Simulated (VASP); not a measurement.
# CoO (Fm-3m) in VASP: notebook

Aim: see how the results for CoO move with the level of theory and the settings. Levels: LDA, HSE(alpha, omega), PBEsol, SCAN. Tasks: relaxation of cell and atoms, single point, atomic charges, electron localisation function.

Everything below comes from runs of VASP 6.6.1. Logs are shortened: lines on timing, memory, paths and dates and some standing lists are left out, and cuts for length are marked.

**1. The crystal as given**

It takes space group Fm-3m (No. 225, cubic). The conventional cell has a = 4.263 Å, b = 4.263 Å, c = 4.263 Å, α = 90.00°, β = 90.00°, γ = 90.00°. Around Co (site symmetry m-3m) lie 6 O at 2.13 Å. Around O (site symmetry m-3m) lie 6 Co at 2.13 Å.

**2. Relaxation of cell and atoms, LDA, collinear spin, ferromagnetic start, target pressure 30 GPa, at which the enthalpy is minimised**

Input file INCAR:

```
PREC = Accurate ; ENCUT = 600
EDIFF = 1E-7 ; ISMEAR = -1
SIGMA = 0.05 ; LREAL = False
LASPH = True ; NELM = 120
ALGO = Normal ; ISIF = 3
LWAVE = False ; LCHARG = False
ISPIN = 2 ; MAGMOM = 2 0
LORBIT = 11 ; LMAXMIX = 4
IBRION = 2 ; NSW = 40
EDIFFG = -0.01 ; PSTRESS = 300
```

Input file KPOINTS:

```
regular mesh
0
Gamma
  8 8 8
```

Input file POSCAR:

```
CoO
1.0
    0.0000000000      2.1315000000      2.1315000000
    2.1315000000      0.0000000000      2.1315000000
    2.1315000000      2.1315000000      0.0000000000
Co O
1 1
Direct
    0.0000000000      0.0000000000      0.0000000000
    0.5000000000      0.5000000000      0.5000000000
```

Potentials or basis: VASP PAW LDA potentials, release 64 (Co, O).

Command:

```
cat potpaw_LDA.64/Co/POTCAR potpaw_LDA.64/O/POTCAR > POTCAR
mpirun -np 1 vasp_std > vasp.out
```

OUTCAR:

```text
PREC = Accurate
   ENCUT = 600
   EDIFF = 1E-7
   ISMEAR = -1
   LREAL = False
   LASPH = True
   NELM = 120
   ISIF = 3
   ISPIN = 2
   LORBIT = 11
   IBRION = 2
   NSW = 40
   EDIFFG = -0.01
   PSTRESS = 300

 ion  position               nearest neighbor table
   1  0.000  0.000  0.000-   2 2.13   2 2.13   2 2.13   2 2.13   2 2.13   2 2.13
   2  0.500  0.500  0.500-   1 2.13   1 2.13   1 2.13   1 2.13   1 2.13   1 2.13

  LATTYP: Found a face centered cubic cell.
 ALAT       =     4.2630000000

  Lattice vectors:

 A1 = (   0.0000000000,   2.1315000000,   2.1315000000)
 A2 = (   2.1315000000,   0.0000000000,   2.1315000000)
 A3 = (   2.1315000000,   2.1315000000,   0.0000000000)

Analysis of symmetry for initial positions (statically):
=====================================================================
 Subroutine PRICEL returns:
 Original cell was already a primitive cell.

 Routine SETGRP: Setting up the symmetry group for a
 face centered cubic supercell.

 Subroutine GETGRP returns: Found 48 space group operations
 (whereof 48 operations were pure point group operations)
 out of a pool of 48 trial point group operations.

The static configuration has the point symmetry O_h .

Analysis of symmetry for dynamics (positions and initial velocities):
=====================================================================
 Subroutine PRICEL returns:
 Original cell was already a primitive cell.

 Routine SETGRP: Setting up the symmetry group for a
 face centered cubic supercell.

 Subroutine GETGRP returns: Found 48 space group operations
 (whereof 48 operations were pure point group operations)
 out of a pool of 48 trial point group operations.

The dynamic configuration has the point symmetry O_h .

Analysis of structural, dynamic, and magnetic symmetry:
=====================================================================
 Subroutine PRICEL returns:
 Original cell was already a primitive cell.

 Routine SETGRP: Setting up the symmetry group for a
 face centered cubic supercell.

 Subroutine GETGRP returns: Found 48 space group operations
 (whereof 48 operations were pure point group operations)
 out of a pool of 48 trial point group operations.

The overall configuration has the point symmetry O_h .

 Subroutine INISYM returns: Found 48 space group operations
 (whereof 48 operations are pure point group operations),
 and found     1 'primitive' translations

----------------------------------------------------------------------------------------

                                     Primitive cell

  volume of cell :      19.3681

[... 96 lines left out ...]
   POTIM  = 0.5000    time-step for ionic-motion
   TEBEG  =    0.0;   TEEND  =   0.0 temperature during run
   PSTRESS=  300.0 pullay stress
   NELECT =      15.0000    total number of electrons
   NUPDOWN=      -1.0000    fix difference up-down
   EMIN   =  10.00;   EMAX   =-10.00  energy-range for DOS
   EFERMI =   0.00;   METHOD = LEGACY
   ISMEAR =    -1;   SIGMA  =   0.05  broadening in eV -4-tet -1-fermi 0-gaus
   EFERMI_NEDOS =   21; number of points for ismear=-14 and -15
   IALGO  =     38    algorithm
   IMIX   =      4    mixing-type and parameters
     AMIX     =   0.40;   BMIX     =  1.00
     AMIX_MAG =   1.60;   BMIX_MAG =  1.00
  volume/ion in A,a.u.               =       9.68        65.35
  Fermi-wavevector in a.u.,A,eV,Ry     =   1.503407  2.841027 30.752334  2.260233
  Thomas-Fermi vector in A             =   2.614521
   LORBIT       =     11    0 simple, 1 ext, 2 COOP (PROOUT), +10 PAW based schemes
   GGA     = CA    functional components
   LHFCALC =     F    Hartree Fock is set to
   AEXX    =    0.0000 exact exchange contribution
   IVDW    =     0    specifies the selected vdW correction
   LEPSILON=     F    determine dielectric tensor
   LRPA    =     F    only Hartree local field effects (RPA)
 conjugate gradient relaxation of ions
 spin polarized calculation
  energy-cutoff  :      600.00
  volume of cell :       19.37
 maximum number of plane-waves:       660
   NGX = 13   NGY = 13   NGZ = 13

--------------------------------------- Ionic step        1  -------------------------------------------

 number of electron      15.0000007 magnetization       2.7976145

 Free energy of the ion-electron system (eV)
  ---------------------------------------------------
  ext. energy  EPLUGINS =         0.00000000
  ---------------------------------------------------
  free energy    TOTEN  =       -14.65833299 eV

  energy without entropy =      -14.62426654  energy(sigma->0) =      -14.64129977

 E-fermi :   7.5995     XC(G=0): -12.8740

 val. band max:        7.5931834974   @ k =   0.3750   0.1250   0.0000
 cond. band min:       7.5994848045   @ k =  -0.2500   0.2500   0.0000
 fundamental gap:      0.0063013071
 Fermi energy:         7.5994676133

 spin component 1

 k-point     1 :       0.0000    0.0000    0.0000
  band No.  band energies     occupation
      1     -12.4376      1.00000
      2       4.3264      1.00000
      3       4.3264      1.00000
      4       4.3264      1.00000
      5       4.6267      1.00000
      6       4.6267      1.00000
      7       4.6267      1.00000
      8       4.6321      1.00000
      9       4.6321      1.00000
     10       8.5389      0.00000
     11      24.2193      0.00000
     12      25.5300      0.00000
[... 938 lines left out ...]
--------------------------------------- Ionic step        7  -------------------------------------------

 number of electron      15.0000002 magnetization      -0.0033063

 Free energy of the ion-electron system (eV)
  ---------------------------------------------------
  ext. energy  EPLUGINS =         0.00000000
  ---------------------------------------------------
  free energy    TOTEN  =       -14.70225044 eV

  energy without entropy =      -14.68567124  energy(sigma->0) =      -14.69396084

 E-fermi :  12.0184     XC(G=0): -14.5590

 val. band max:       11.9771946999   @ k =  -0.2500   0.3750   0.1250
 cond. band min:      12.0254522846   @ k =  -0.2500   0.1250   0.0000
 fundamental gap:      0.0482575848
 Fermi energy:        12.0183629287

 spin component 1

 k-point     1 :       0.0000    0.0000    0.0000
  band No.  band energies     occupation
      1     -10.9624      1.00000
      2       7.3630      1.00000
      3       7.3630      1.00000
      4       7.3630      1.00000
      5       9.7043      1.00000
      6       9.7043      1.00000
      7       9.7043      1.00000
      8      10.1272      1.00000
      9      10.1273      1.00000
     10      15.1551      0.00000
     11      29.6385      0.00000
     12      32.9427      0.00000
[... 742 lines left out ...]
  energy  without entropy=      -14.6856712351  energy(sigma->0) =      -14.69396084

  enthalpy is  TOTEN    =       -11.9677465630 eV   P V=        2.7345038752

 reached required accuracy - stopping structural energy minimisation

 total charge

# of ion       s       p       d       tot
------------------------------------------
    1        0.381   0.571   7.601   8.553
    2        1.536   3.508   0.000   5.044
--------------------------------------------------
tot          1.917   4.079   7.601  13.597

 magnetization (x)

# of ion       s       p       d       tot
------------------------------------------
    1       -0.000  -0.000  -0.003  -0.003
    2       -0.000  -0.000   0.000  -0.000
--------------------------------------------------
tot         -0.000  -0.000  -0.003  -0.004
```

Run time: 3.2 min. Hardware: 1 thread of AMD EPYC, shared host; peak memory 0.12 GiB.

The run converged, but a check on its numbers failed (symmetry, net force, bounds or a known fault of this set-up), so they aren't taken as properties of the crystal.

Caveat: the starting moments collapsed, and a magnetic state may lie lower; the cell is relaxed towards a set pressure, so the enthalpy falls and the energy may rise; semilocal functionals often make such compounds metallic where correlation or magnetic order opens a gap, which also shifts bond lengths.

**3. Single point, HSE(alpha, omega), collinear spin, ferromagnetic start**

POSCAR is that of step 2.

Input file INCAR.step1:

```
ALGO = Normal
EDIFF = 1E-5
ENCUT = 520
GGA = PE
ISIF = 2
ISMEAR = -1
ISPIN = 2
LASPH = T
LCHARG = F
LMAXMIX = 4
LORBIT = 11
LREAL = F
LWAVE = T
MAGMOM = 2 0
NELM = 100
PREC = Accurate
SIGMA = 0.05
```

Input file INCAR.step2:

```
AEXX = 0.05
ALGO = Normal
EDIFF = 1E-6
ENCUT = 520
GGA = PE
HFSCREEN = 0.2
ISIF = 2
ISMEAR = -1
ISPIN = 2
ISTART = 1
LASPH = T
LCHARG = F
LHFCALC = T
LMAXMIX = 4
LORBIT = 11
LREAL = F
LWAVE = F
MAGMOM = 2 0
NELM = 100
PREC = Accurate
PRECFOCK = Fast
SIGMA = 0.05
```

Input file KPOINTS:

```
k-points
0
Gamma
  6 6 6
```

Potentials or basis: VASP PAW PBE potentials, release 64 (Co, O).

Command:

```
cat potpaw_PBE.64/Co/POTCAR potpaw_PBE.64/O/POTCAR > POTCAR
cp INCAR.step1 INCAR
mpirun -np 1 vasp_std > vasp.out
cp INCAR.step2 INCAR
mpirun -np 1 vasp_std > vasp.out
```

It took 42 min on 1 thread of AMD EPYC 7R43 (Zen 3), shared host; peak memory 0.22 GiB.

The run converged. Its results:

```yaml
Free_energy: -14.0291 eV
Pressure: -3.1 GPa
Band_gap_on_the_k_mesh: none (metal or under the smearing width)
Net_moment: 3.00 μB per cell
Site_moments: Co +2.64; O +0.31 μB
Valence_electrons_inside_the_program's_atomic_spheres: Co 7.77; O 5.00
```

Levels at points of the mesh, in eV from the Fermi level:
Spin up:
| k point | band 7 | band 8 | band 9 | band 10 | band 11 | band 12 |
| --- | --- | --- | --- | --- | --- | --- |
| (0.00, 0.00, 0.00) | -3.15 | -3.15 | -3.15 | 1.24 | 17.16 | 18.40 |
| (0.50, 0.00, 0.00) | -2.22 | -0.16 | -0.16 | 5.33 | 9.71 | 13.74 |
| (0.50, 0.50, 0.00) | -2.95 | -2.57 | -2.57 | 6.14 | 10.19 | 11.87 |
Spin down:
```
           k point  band 2  band 3  band 4  band 5  band 6  band 7  band 8  band 9  band 10  band 11
(0.00, 0.00, 0.00)   -2.48   -2.48   -2.48   -1.19   -1.19   -1.19    0.55    0.55     1.79    17.01
(0.50, 0.00, 0.00)   -7.65   -4.57   -4.57   -0.15   -0.15    0.23    3.24    3.24     5.59    10.55
(0.50, 0.50, 0.00)   -6.42   -3.78   -3.78   -2.32    0.16    0.16    1.04    1.52     7.01    10.69
```

Caveat: the k mesh is coarse (spacing up to 0.43 Å⁻¹), so the values aren't converged, least of all with exact exchange; the PAW data sets were made with another functional, which shifts forces and pressure a little; a cell with one magnetic atom can't hold antiferromagnetic order, which such compounds often take.

**4. Atomic charges, PBEsol, collinear spin, ferromagnetic start**

Input file INCAR:

```
ALGO = Fast
EDIFF = 1E-7
ENCUT = 520
GGA = PS
ISIF = 2
ISMEAR = 0
ISPIN = 2
LASPH = True
LCHARG = True
LELF = True
LMAXMIX = 4
LORBIT = 11
LREAL = False
LVHAR = True
LWAVE = False
MAGMOM = 2 0
NELM = 150
PREC = Accurate
SIGMA = 0.02
```

Input file KPOINTS:

```
k-points
0
Gamma
  11 11 11
```

POSCAR is that of step 3.

Potentials or basis: VASP PAW PBE potentials, release 64 (Co, O).

Command:

```
cat potpaw_PBE.64/Co/POTCAR potpaw_PBE.64/O/POTCAR > POTCAR
mpirun -np 1 vasp_std > vasp.out
```

OUTCAR:

```text
EDIFF = 1E-7
   ENCUT = 520
   GGA = PS
   ISIF = 2
   ISMEAR = 0
   ISPIN = 2
   LASPH = True
   LORBIT = 11
   LREAL = False
   NELM = 150
   PREC = Accurate

 ion  position               nearest neighbor table
   1  0.000  0.000  0.000-   2 2.13   2 2.13   2 2.13   2 2.13   2 2.13   2 2.13
   2  0.500  0.500  0.500-   1 2.13   1 2.13   1 2.13   1 2.13   1 2.13   1 2.13

  LATTYP: Found a face centered cubic cell.
 ALAT       =     4.2630000000

  Lattice vectors:

 A1 = (   0.0000000000,   2.1315000000,   2.1315000000)
 A2 = (   2.1315000000,   0.0000000000,   2.1315000000)
 A3 = (   2.1315000000,   2.1315000000,   0.0000000000)

Analysis of symmetry for initial positions (statically):
=====================================================================
 Subroutine PRICEL returns:
 Original cell was already a primitive cell.

 Routine SETGRP: Setting up the symmetry group for a
 face centered cubic supercell.

 Subroutine GETGRP returns: Found 48 space group operations
 (whereof 48 operations were pure point group operations)
 out of a pool of 48 trial point group operations.

The static configuration has the point symmetry O_h .

Analysis of symmetry for dynamics (positions and initial velocities):
=====================================================================
 Subroutine PRICEL returns:
 Original cell was already a primitive cell.

 Routine SETGRP: Setting up the symmetry group for a
 face centered cubic supercell.

 Subroutine GETGRP returns: Found 48 space group operations
 (whereof 48 operations were pure point group operations)
 out of a pool of 48 trial point group operations.

The dynamic configuration has the point symmetry O_h .

Analysis of structural, dynamic, and magnetic symmetry:
=====================================================================
 Subroutine PRICEL returns:
 Original cell was already a primitive cell.

 Routine SETGRP: Setting up the symmetry group for a
 face centered cubic supercell.

 Subroutine GETGRP returns: Found 48 space group operations
 (whereof 48 operations were pure point group operations)
[... 512 lines left out ...]
      5       4.9445      1.00000
      6       4.9970      1.00000
      7       5.7256      1.00000
      8       5.7575      1.00000
      9       7.4496      1.00000
     10      12.2789      0.00000
     11      19.1092      0.00000
     12      20.1783      0.00000

 [... further k-points ...]

 spin component 2

 k-point     1 :       0.0000    0.0000    0.0000
  band No.  band energies     occupation
      1     -11.8455      1.00000
      2       5.2247      1.00000
      3       5.2247      1.00000
      4       5.2247      1.00000
      5       6.6925      1.00000
      6       6.6925      1.00000
      7       6.6926      1.00000
      8       7.6604      1.00000
      9       7.6605      1.00000
     10       9.1868      0.00000
     11      24.2938      0.00000
     12      26.2290      0.00000
[... 333 lines left out ...]
      1     -11.0635      1.00000
      2       1.8437      1.00000
      3       3.5861      1.00000
      4       3.6048      1.00000
      5       7.1017      1.00000
      6       7.5460      1.00000
      7       7.6521      1.00000
      8       8.2496      0.00000
      9       9.9524      0.00000
     10      12.9386      0.00000
     11      19.6282      0.00000
     12      20.8763      0.00000

 [... further k-points ...]

------------------------ aborting loop because EDIFF is reached ----------------------------------------

  FORCE on cell =-STRESS in cart. coord.  units (eV):
  Direction    XX          YY          ZZ          XY          YZ          ZX
  --------------------------------------------------------------------------------------
  -------------------------------------------------------------------------------------
  Total       -1.3339600     -1.3339600     -1.3339600      0.0000000      0.0000000      0.0000000
  in kB     -110.3487379   -110.3487379   -110.3487379      0.0000000      0.0000000      0.0000000
  external PRESSURE =    -110.3487379 kB  Pullay stress =       0.0000000 kB

 VOLUME and BASIS-vectors are now :
 -----------------------------------------------------------------------------
  energy-cutoff  :      520.00
  volume of cell :       19.37
      direct lattice vectors                 reciprocal lattice vectors
     0.000000000  2.131500000  2.131500000    -0.234576589  0.234576589  0.234576589
     2.131500000  0.000000000  2.131500000     0.234576589 -0.234576589  0.234576589
     2.131500000  2.131500000  0.000000000     0.234576589  0.234576589 -0.234576589

 POSITION                                       TOTAL-FORCE (eV/Angst)
 -----------------------------------------------------------------------------------
      0.00000      0.00000      0.00000         0.000000      0.000000      0.000000
      2.13150      2.13150      2.13150        -0.000000     -0.000000     -0.000000
 -----------------------------------------------------------------------------------
    total drift:                                0.000000     -0.000000     -0.000000

  FREE ENERGIE OF THE ION-ELECTRON SYSTEM (eV)
  ---------------------------------------------------
  free  energy   TOTEN  =       -13.9432922159 eV

  energy  without entropy=      -13.9427824710  energy(sigma->0) =      -13.94303734

 total charge

# of ion       s       p       d       tot
------------------------------------------
    1        0.297   0.360   7.138   7.795
    2        1.550   3.400   0.000   4.950
--------------------------------------------------
tot          1.847   3.760   7.138  12.745

 magnetization (x)

# of ion       s       p       d       tot
------------------------------------------
    1        0.020   0.017   2.562   2.599
    2        0.029   0.306   0.000   0.335
--------------------------------------------------
tot          0.049   0.323   2.562   2.934
```

stdout:

```text
POSCAR found type information on POSCAR CoO
 POSCAR found :  2 types and       2 ions
 scaLAPACK will be used
 -----------------------------------------------------------------------------
|                                                                             |
|                                                                             |
|     You enforced a specific xc type in the INCAR file but a different       |
|     I HOPE YOU KNOW WHAT YOU ARE DOING!                                     |
|                                                                             |
 -----------------------------------------------------------------------------

 LDA part: xc-table for (Slater+PW92), standard interpolation
 POSCAR, INCAR and KPOINTS ok, starting setup
 FFT: planning ... GRIDC
 FFT: planning ... GRID_SOFT
 FFT: planning ... GRID
 WAVECAR not read
 entering main loop
```

Run time: 66 s. Hardware: 1 thread of AMD EPYC 7R43 (Zen 3), shared host; peak memory 0.12 GiB.

What came out:

* Free energy: -13.9433 eV
* Pressure: -11.0 GPa
* Band gap on the k mesh: none (metal or under the smearing width)
* Net moment: 2.99 μB per cell
* Site moments: Co +2.60; O +0.34 μB
* Valence electrons inside the program's atomic spheres: Co 7.79; O 4.95

Caveat: the PAW data sets were made with another functional, which shifts forces and pressure a little; a cell with one magnetic atom can't hold antiferromagnetic order, which such compounds often take; semilocal functionals often make such compounds metallic where correlation or magnetic order opens a gap, which also shifts bond lengths.

[end of part 1 of 2]
